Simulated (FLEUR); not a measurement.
# Ni (P6_3/mmc) in FLEUR: further runs

One crystal, Ni, is run at these levels: PBEsol; tasks: single point.

Program: FLEUR MaX-R8.1 (later development tree). These are calculated values, not measurements. Logs are shortened: lines on timing, memory, paths and dates and some standing lists are left out, and cuts for length are marked.

**1. Starting point**

The structure is hexagonal, space group P6_3/mmc (No. 194). The conventional cell has a = 2.527 Å, b = 2.527 Å, c = 4.204 Å, α = 90.00°, β = 90.00°, γ = 120.00°. Ni (site symmetry -6m2) is surrounded by 12 Ni at 2.53 to 2.56 Å.

This isn't the form of Ni at room conditions, which is fcc.

**2. Single point, PBEsol, collinear spin, ferromagnetic start**

Input file inp.xml:

```xml
<?xml version="1.0" encoding="UTF-8" standalone="no"?>
<fleurInput fleurInputVersion="0.39">
   <comment>
      Ni                                                                                                  
   </comment>
   <calculationSetup>
      <cutoffs Kmax="4.97" Gmax="15.4" GmaxXC="15.4" numbands="0"/>
      <scfLoop itmax="60" minDistance="0.00001" maxIterBroyd="15" imix="Anderson" alpha="0.05" precondParam="0.0" spinf="2.0" sdNocoIR="T"/>
      <coreElectrons ctail="T" frcor="F" kcrel="0" coretail_lmax="0"/>
      <xcFunctional name="PBEs" relativisticCorrections="F"/>
      <magnetism jspins="2"/>
      <soc l_soc="F" theta="0.0" phi="0.0" spav="F"/>
      <expertModes spex="0" secvar="F"/>
      <geometryOptimization l_f="F" forcealpha="1.0" forcemix="BFGS" epsdisp="0.00001" epsforce="0.00001"/>
      <ldaU l_linMix="F" mixParam="0.05" spinf="1.0"/>
   </calculationSetup>
   <cell>
      <bzIntegration valenceElectrons="36.0" mode="hist" fermiSmearingEnergy="0.00183747">
         <kPointListSelection listName="default-1"/>
         <!-- k-points included here -->
         <xi:include xmlns:xi="http://www.w3.org/2001/XInclude" href="kpts.xml"> </xi:include>
      </bzIntegration>
      <!-- symmetry operations included here -->
      <xi:include xmlns:xi="http://www.w3.org/2001/XInclude" href="sym.xml"> </xi:include>
      <bulkLattice scale="1.0">
         <bravaisMatrix>
            <row-1>    4.7754236340853211     0.0000000000000000     0.0000000000000000</row-1>
            <row-2>   -2.3877118170426606     4.1356381810843184     0.0000000000000000</row-2>
            <row-3>    0.0000000000000000     0.0000000000000000     7.9449344792614758</row-3>
         </bravaisMatrix>
      </bulkLattice>
   </cell>
   <atomSpecies>
      <species name="Nickel (Ni1.000" element="Ni" atomicNumber="28">
         <mtSphere radius="1.97" gridPoints="731" logIncrement="0.017"/>
         <atomicCutoffs lmax="9" lnonsphr="9"/>
         <electronConfig flipSpins="F">
            <coreConfig>(1s1/2) (2s1/2) (2p1/2) (2p3/2)</coreConfig>
            <valenceConfig>(3s1/2) (3p1/2) (3p3/2) (4s1/2) (3d3/2) (3d5/2)</valenceConfig>
            <stateOccupation state="(3d3/2)" spinUp="1.6" spinDown="1.6"/>
            <stateOccupation state="(3d5/2)" spinUp="2.9" spinDown="1.9"/>
         </electronConfig>
         <energyParameters s="4" p="4" d="3" f="4"/>
         <lo type="SCLO" l="0" n="3" eDeriv="0"/>
         <lo type="SCLO" l="1" n="3" eDeriv="0"/>
         <lo type="SCLO" l="1" n="3" eDeriv="1"/>
         <lo type="SCLO" l="2" n="3" eDeriv="2"/>
         <lo type="SCLO" l="3" n="4" eDeriv="2"/>
      </species>
   </atomSpecies>
   <atomGroups>
      <atomGroup species="Nickel (Ni1.000">
         <relPos label="                   1">-1.000/3.000 1.000/3.000 -1.000/4.000</relPos>
         <relPos label="                   2">1.000/3.000 -1.000/3.000 1.000/4.000</relPos>
         <force calculate="T" relaxXYZ="TTT"/>
      </atomGroup>
   </atomGroups>
   <output dos="F" band="F" slice="F">
      <checks vchk="F" cdinf="F"/>
      <bandDOS minEnergy="-.5*Htr" maxEnergy="0.5*Htr" sigma="0.015" storeEVData="T"/>
      <vacuumDOS vacdos="F" integ="F" star="F" nstars="0" locx1="0.0" locy1="0.0" locx2="0.0" locy2="0.0" nstm="0" tworkf="0.0"/>
      <unfoldingBand unfoldBand="F" supercellX="1" supercellY="1" supercellZ="1"/>
      <plotting iplot="0" polar="F">
         <plot TwoD="T" vec1="  1.0  0.0  0.0" vec2="  0.0  1.0  0.0" vec3="  0.0  0.0  1.0" zero="  0.0  0.0  0.0" file="plot"/>
      </plotting>
      <chargeDensitySlicing numkpt="0" minEigenval="0.0" maxEigenval="0.0" nnne="0" pallst="F"/>
      <specialOutput eonly="F"/>
      <moessbauerParams electricFieldGradient="T" isomerShift="T" coreHyperfine="T" valenceHyperfine="T"/>
      <magneticCircularDichroism mcd="F" energyLo="-10.0" energyUp="0.0"/>
   </output>
  <!-- We include the file relax.xml here to enable relaxations (see documentation) -->
  <xi:include xmlns:xi="http://www.w3.org/2001/XInclude" href="relax.xml"> <xi:fallback/> </xi:include>
</fleurInput>
```

Input file crystal.txt:

```
Ni
&input cartesian=F /
2.5270453596  0.0000000000  0.0000000000
-1.2635226798  2.1884854780  0.0000000000
0.0000000000  0.0000000000  4.2042782686
1.8897261246
1.0 1.0 1.0

2
28 0.6666666666  0.3333333332  0.7500000000 : 1.000
28 0.3333333332  0.6666666666  0.2500000000 : 1.000

&kpt div1=12 div2=12 div3=7 gamma=T /
```

Potentials or basis: all-electron, FLAPW.

Launch:

```
inpgen -f crystal.txt -profile fastHighL
# inp.xml edited to the form shown
fleur_MPI
```

The log of the run:

```text
Welcome to FLEUR        (www.flapw.de)
      MaX-Release 8.1          (www.max-centre.eu)

 ========== k-point set info ==========
 Selected k-point list: default-1
 k-point list type: mesh
 12 x 12 x 7
 Number of k points: 76

 ------------Calculation Setup---------------------------
 Number of MPI-tasks      :            1
 Number of PE/node        :            1
 Number of OMP-threads    :            1
 Most efficient MPI parallelization for:
           1           2           4          19          38          76
 Additional eigenvalue parallelization possible
 Number of basis functions:          408
 Approximate size of matrices (H+S) per k-point:         0.002 GB
 --------------------------------------------------------
 Iteration:     1   Distance:       6.93374979 me/bohr^3
 Iteration:     2   Distance:       6.16348928 me/bohr^3
 Iteration:     3   Distance:       4.40258338 me/bohr^3
 Iteration:     4   Distance:       1.57074895 me/bohr^3
 Iteration:     5   Distance:       1.82852448 me/bohr^3
 Iteration:     6   Distance:       0.78990809 me/bohr^3
 Iteration:     7   Distance:       0.78031043 me/bohr^3
 Iteration:     8   Distance:       0.17392649 me/bohr^3
 Iteration:     9   Distance:       0.12371413 me/bohr^3
 Iteration:    10   Distance:       0.11369065 me/bohr^3
 Iteration:    11   Distance:       0.01140941 me/bohr^3
 Iteration:    12   Distance:       0.01272217 me/bohr^3
 Iteration:    13   Distance:       0.00814864 me/bohr^3
 Iteration:    14   Distance:       0.00673476 me/bohr^3
 Iteration:    15   Distance:       0.00083036 me/bohr^3
 Iteration:    16   Distance:       0.00079154 me/bohr^3
 Iteration:    17   Distance:       0.00054437 me/bohr^3
 Iteration:    18   Distance:       0.00004800 me/bohr^3
 Iteration:    19   Distance:       0.00001934 me/bohr^3
 Iteration:    20   Distance:       0.00000545 me/bohr^3

 ********************************************************************
 Run finished successfully
 Stop message:
   all done
 ********************************************************************
```

It took 2.6 min on 1 thread of Intel Xeon Platinum 8259CL at 2.50GHz (Skylake/Cascade Lake), shared host; peak memory 0.09 GiB.

What came out:

* Free energy: -82698.3487 eV
* Band gap on the k mesh: none (metal or under the smearing width)
* Net moment: 1.37 μB per cell
* Site moments: Ni +0.73 μB
* Valence electrons inside the program's atomic spheres: Ni 16.21 (radii Ni 1.97 bohr)

Levels at points of the mesh, in eV from the Fermi level:
Spin up:
```
           k point  band 17  band 18  band 19  band 20  band 21  band 22
(0.00, 0.00, 0.00)    -1.58    -0.76    -0.76    -0.52     4.83    22.00
(0.00, 0.50, 0.00)    -0.62    -0.56     1.00     2.73     8.68     9.07
```
Spin down:
```tsv
k point	band 15	band 16	band 17	band 18	band 19	band 20
(0.00, 0.00, 0.00)	-1.27	-0.85	-0.85	-0.56	0.01	0.01
(0.00, 0.50, 0.00)	-1.29	0.16	0.18	0.29	1.52	3.15
```

Core levels (eV from the Fermi level):
```tsv
atom	levels
1 Ni	1s1/2 -8194.7, 2s1/2 -972.8, 2p1/2 -847.8, 2p3/2 -830.4
2 Ni	1s1/2 -8194.7, 2s1/2 -972.8, 2p1/2 -847.8, 2p3/2 -830.4
```

**3. Single point, PBEsol, collinear spin, ferromagnetic start**

This run uses another cell than the first one, of 11.10 Å³/atom, 0.955 times its volume.

inp.xml: that of step 2 with these lines changed.

```diff
@@ -26,5 +26,5 @@
          <bravaisMatrix>
-            <row-1>    4.7754236340853211     0.0000000000000000     0.0000000000000000</row-1>
-            <row-2>   -2.3877118170426606     4.1356381810843184     0.0000000000000000</row-2>
-            <row-3>    0.0000000000000000     0.0000000000000000     7.9449344792614758</row-3>
+            <row-1>    4.7019438923309140     0.0000000000000000     0.0000000000000000</row-1>
+            <row-2>   -2.3509719461654570     4.0720028577829268     0.0000000000000000</row-2>
+            <row-3>    0.0000000000000000     0.0000000000000000     7.8226852760338330</row-3>
          </bravaisMatrix>
@@ -34,3 +34,3 @@
       <species name="Nickel (Ni1.000" element="Ni" atomicNumber="28">
-         <mtSphere radius="1.97" gridPoints="731" logIncrement="0.017"/>
+         <mtSphere radius="1.97" gridPoints="721" logIncrement="0.017"/>
          <atomicCutoffs lmax="9" lnonsphr="9"/>
```

Input file crystal.txt:

```
Ni
&input cartesian=F /
2.4881615548  0.0000000000  0.0000000000
-1.2440807774  2.1548111151  0.0000000000
0.0000000000  0.0000000000  4.1395867762
1.8897261246
1.0 1.0 1.0

2
28 0.6666666666  0.3333333332  0.7500000000 : 1.000
28 0.3333333332  0.6666666666  0.2500000000 : 1.000

&kpt div1=12 div2=12 div3=7 gamma=T /
```

Potentials or basis: all-electron, FLAPW.

Launch:

```
inpgen -f crystal.txt -profile fastHighL
# inp.xml edited to the form shown
fleur_MPI
```

It took 2.5 min on 1 thread of Intel Xeon Platinum 8259CL at 2.50GHz (Skylake/Cascade Lake), shared host; peak memory 0.08 GiB.

It converged, with:

- Free energy: -82698.4532 eV
- Band gap on the k mesh: none (metal or under the smearing width)
- Net moment: 1.35 μB per cell
- Site moments: Ni +0.72 μB
- Valence electrons inside the program's atomic spheres: Ni 16.24 (radii Ni 1.97 bohr)

Levels at points of the mesh, in eV from the Fermi level:
Spin up:
```tsv
k point	band 15	band 16	band 17	band 18	band 19	band 20	band 21	band 22	band 23	band 24
(0.00, 0.00, 0.00)	-2.11	-1.63	-1.63	-0.75	-0.75	-0.62	5.15	22.39	24.18	24.18
(0.00, 0.50, 0.00)	-2.10	-0.64	-0.60	-0.53	1.07	2.90	8.96	9.42	12.02	12.78
```
Spin down:
```csv
k point,band 14,band 15,band 16,band 17,band 18,band 19,band 20,band 21,band 22,band 23
"(0.00, 0.00, 0.00)",-1.37,-1.37,-0.91,-0.91,-0.65,0.00,0.00,5.60,22.28,24.29
"(0.00, 0.50, 0.00)",-1.68,-1.39,0.17,0.19,0.30,1.59,3.31,9.10,9.56,12.23
```

Core levels (eV from the Fermi level):
| atom | levels |
| --- | --- |
| 1 Ni | 1s1/2 -8194.7, 2s1/2 -972.9, 2p1/2 -847.9, 2p3/2 -830.4 |
| 2 Ni | 1s1/2 -8194.7, 2s1/2 -972.9, 2p1/2 -847.9, 2p3/2 -830.4 |

**4. Single point, PBEsol, collinear spin, ferromagnetic start**

This run uses another cell than the first one, of 10.57 Å³/atom, 0.909 times its volume.

inp.xml: that of step 3 with these lines changed.

```diff
@@ -26,5 +26,5 @@
          <bravaisMatrix>
-            <row-1>    4.7019438923309140     0.0000000000000000     0.0000000000000000</row-1>
-            <row-2>   -2.3509719461654570     4.0720028577829268     0.0000000000000000</row-2>
-            <row-3>    0.0000000000000000     0.0000000000000000     7.8226852760338330</row-3>
+            <row-1>    4.6260928235916561     0.0000000000000000     0.0000000000000000</row-1>
+            <row-2>   -2.3130464117958280     4.0063139056071364     0.0000000000000000</row-2>
+            <row-3>    0.0000000000000000     0.0000000000000000     7.6964908654976432</row-3>
          </bravaisMatrix>
@@ -34,3 +34,3 @@
       <species name="Nickel (Ni1.000" element="Ni" atomicNumber="28">
-         <mtSphere radius="1.97" gridPoints="721" logIncrement="0.017"/>
+         <mtSphere radius="1.97" gridPoints="707" logIncrement="0.017"/>
          <atomicCutoffs lmax="9" lnonsphr="9"/>
```

Input file crystal.txt:

```
Ni
&input cartesian=F /
2.4480228978  0.0000000000  0.0000000000
-1.2240114489  2.1200500186  0.0000000000
0.0000000000  0.0000000000  4.0728075700
1.8897261246
1.0 1.0 1.0

2
28 0.6666666666  0.3333333332  0.7500000000 : 1.000
28 0.3333333332  0.6666666666  0.2500000000 : 1.000

&kpt div1=12 div2=12 div3=7 gamma=T /
```

Launch:

```
inpgen -f crystal.txt -profile fastHighL
# inp.xml edited to the form shown
fleur_MPI
```

It took 2.3 min on 1 thread of Intel Xeon Platinum 8259CL at 2.50GHz (Skylake/Cascade Lake), shared host; peak memory 0.08 GiB.

It converged, with:

| Item | Value |
| --- | --- |
| Free energy | -82698.5053 eV |
| Band gap on the k mesh | none (metal or under the smearing width) |
| Net moment | 1.31 μB per cell |
| Site moments | Ni +0.69 μB |
| Valence electrons inside the program's atomic spheres | Ni 16.28 (radii Ni 1.97 bohr) |

Levels at points of the mesh, in eV from the Fermi level:
Spin up:
| k point | band 15 | band 16 | band 17 | band 18 | band 19 | band 20 | band 21 | band 22 | band 23 | band 24 |
| --- | --- | --- | --- | --- | --- | --- | --- | --- | --- | --- |
| (0.00, 0.00, 0.00) | -2.20 | -1.68 | -1.68 | -0.74 | -0.74 | -0.72 | 5.50 | 22.80 | 25.02 | 25.03 |
| (0.00, 0.50, 0.00) | -2.19 | -0.61 | -0.57 | -0.49 | 1.14 | 3.08 | 9.27 | 9.81 | 12.40 | 13.37 |
Spin down:
| k point | band 14 | band 15 | band 16 | band 17 | band 18 | band 19 | band 20 | band 21 | band 22 | band 23 |
| --- | --- | --- | --- | --- | --- | --- | --- | --- | --- | --- |
| (0.00, 0.00, 0.00) | -1.47 | -1.47 | -0.99 | -0.99 | -0.75 | 0.00 | 0.00 | 5.94 | 22.70 | 24.95 |
| (0.00, 0.50, 0.00) | -1.81 | -1.50 | 0.18 | 0.20 | 0.32 | 1.66 | 3.49 | 9.41 | 9.95 | 12.62 |

Core levels (eV from the Fermi level):
| atom | levels |
| --- | --- |
| 1 Ni | 1s1/2 -8194.8, 2s1/2 -973.0, 2p1/2 -848.0, 2p3/2 -830.5 |
| 2 Ni | 1s1/2 -8194.8, 2s1/2 -973.0, 2p1/2 -848.0, 2p3/2 -830.5 |

**5. Summary**

| cell | gap on the mesh (eV) | moment (μB) |
| --- | --- | --- |
| P6_3/mmc, 11.63 Å³/atom | none | 1.37 |
| P6_3/mmc, 11.1 Å³/atom | none | 1.35 |
| P6_3/mmc, 10.57 Å³/atom | none | 1.31 |

Alike in all rows: task single point; level PBEsol; potentials or basis all-electron, FLAPW; spin collinear, ferromagnetic start; k mesh 12 × 12 × 7; smearing fermi-dirac 0.05 eV; kmax 4.97 1/bohr.

Every run on the cell as given and a fine mesh finds a metal.

Compare energies only between runs with the same functional and basis.
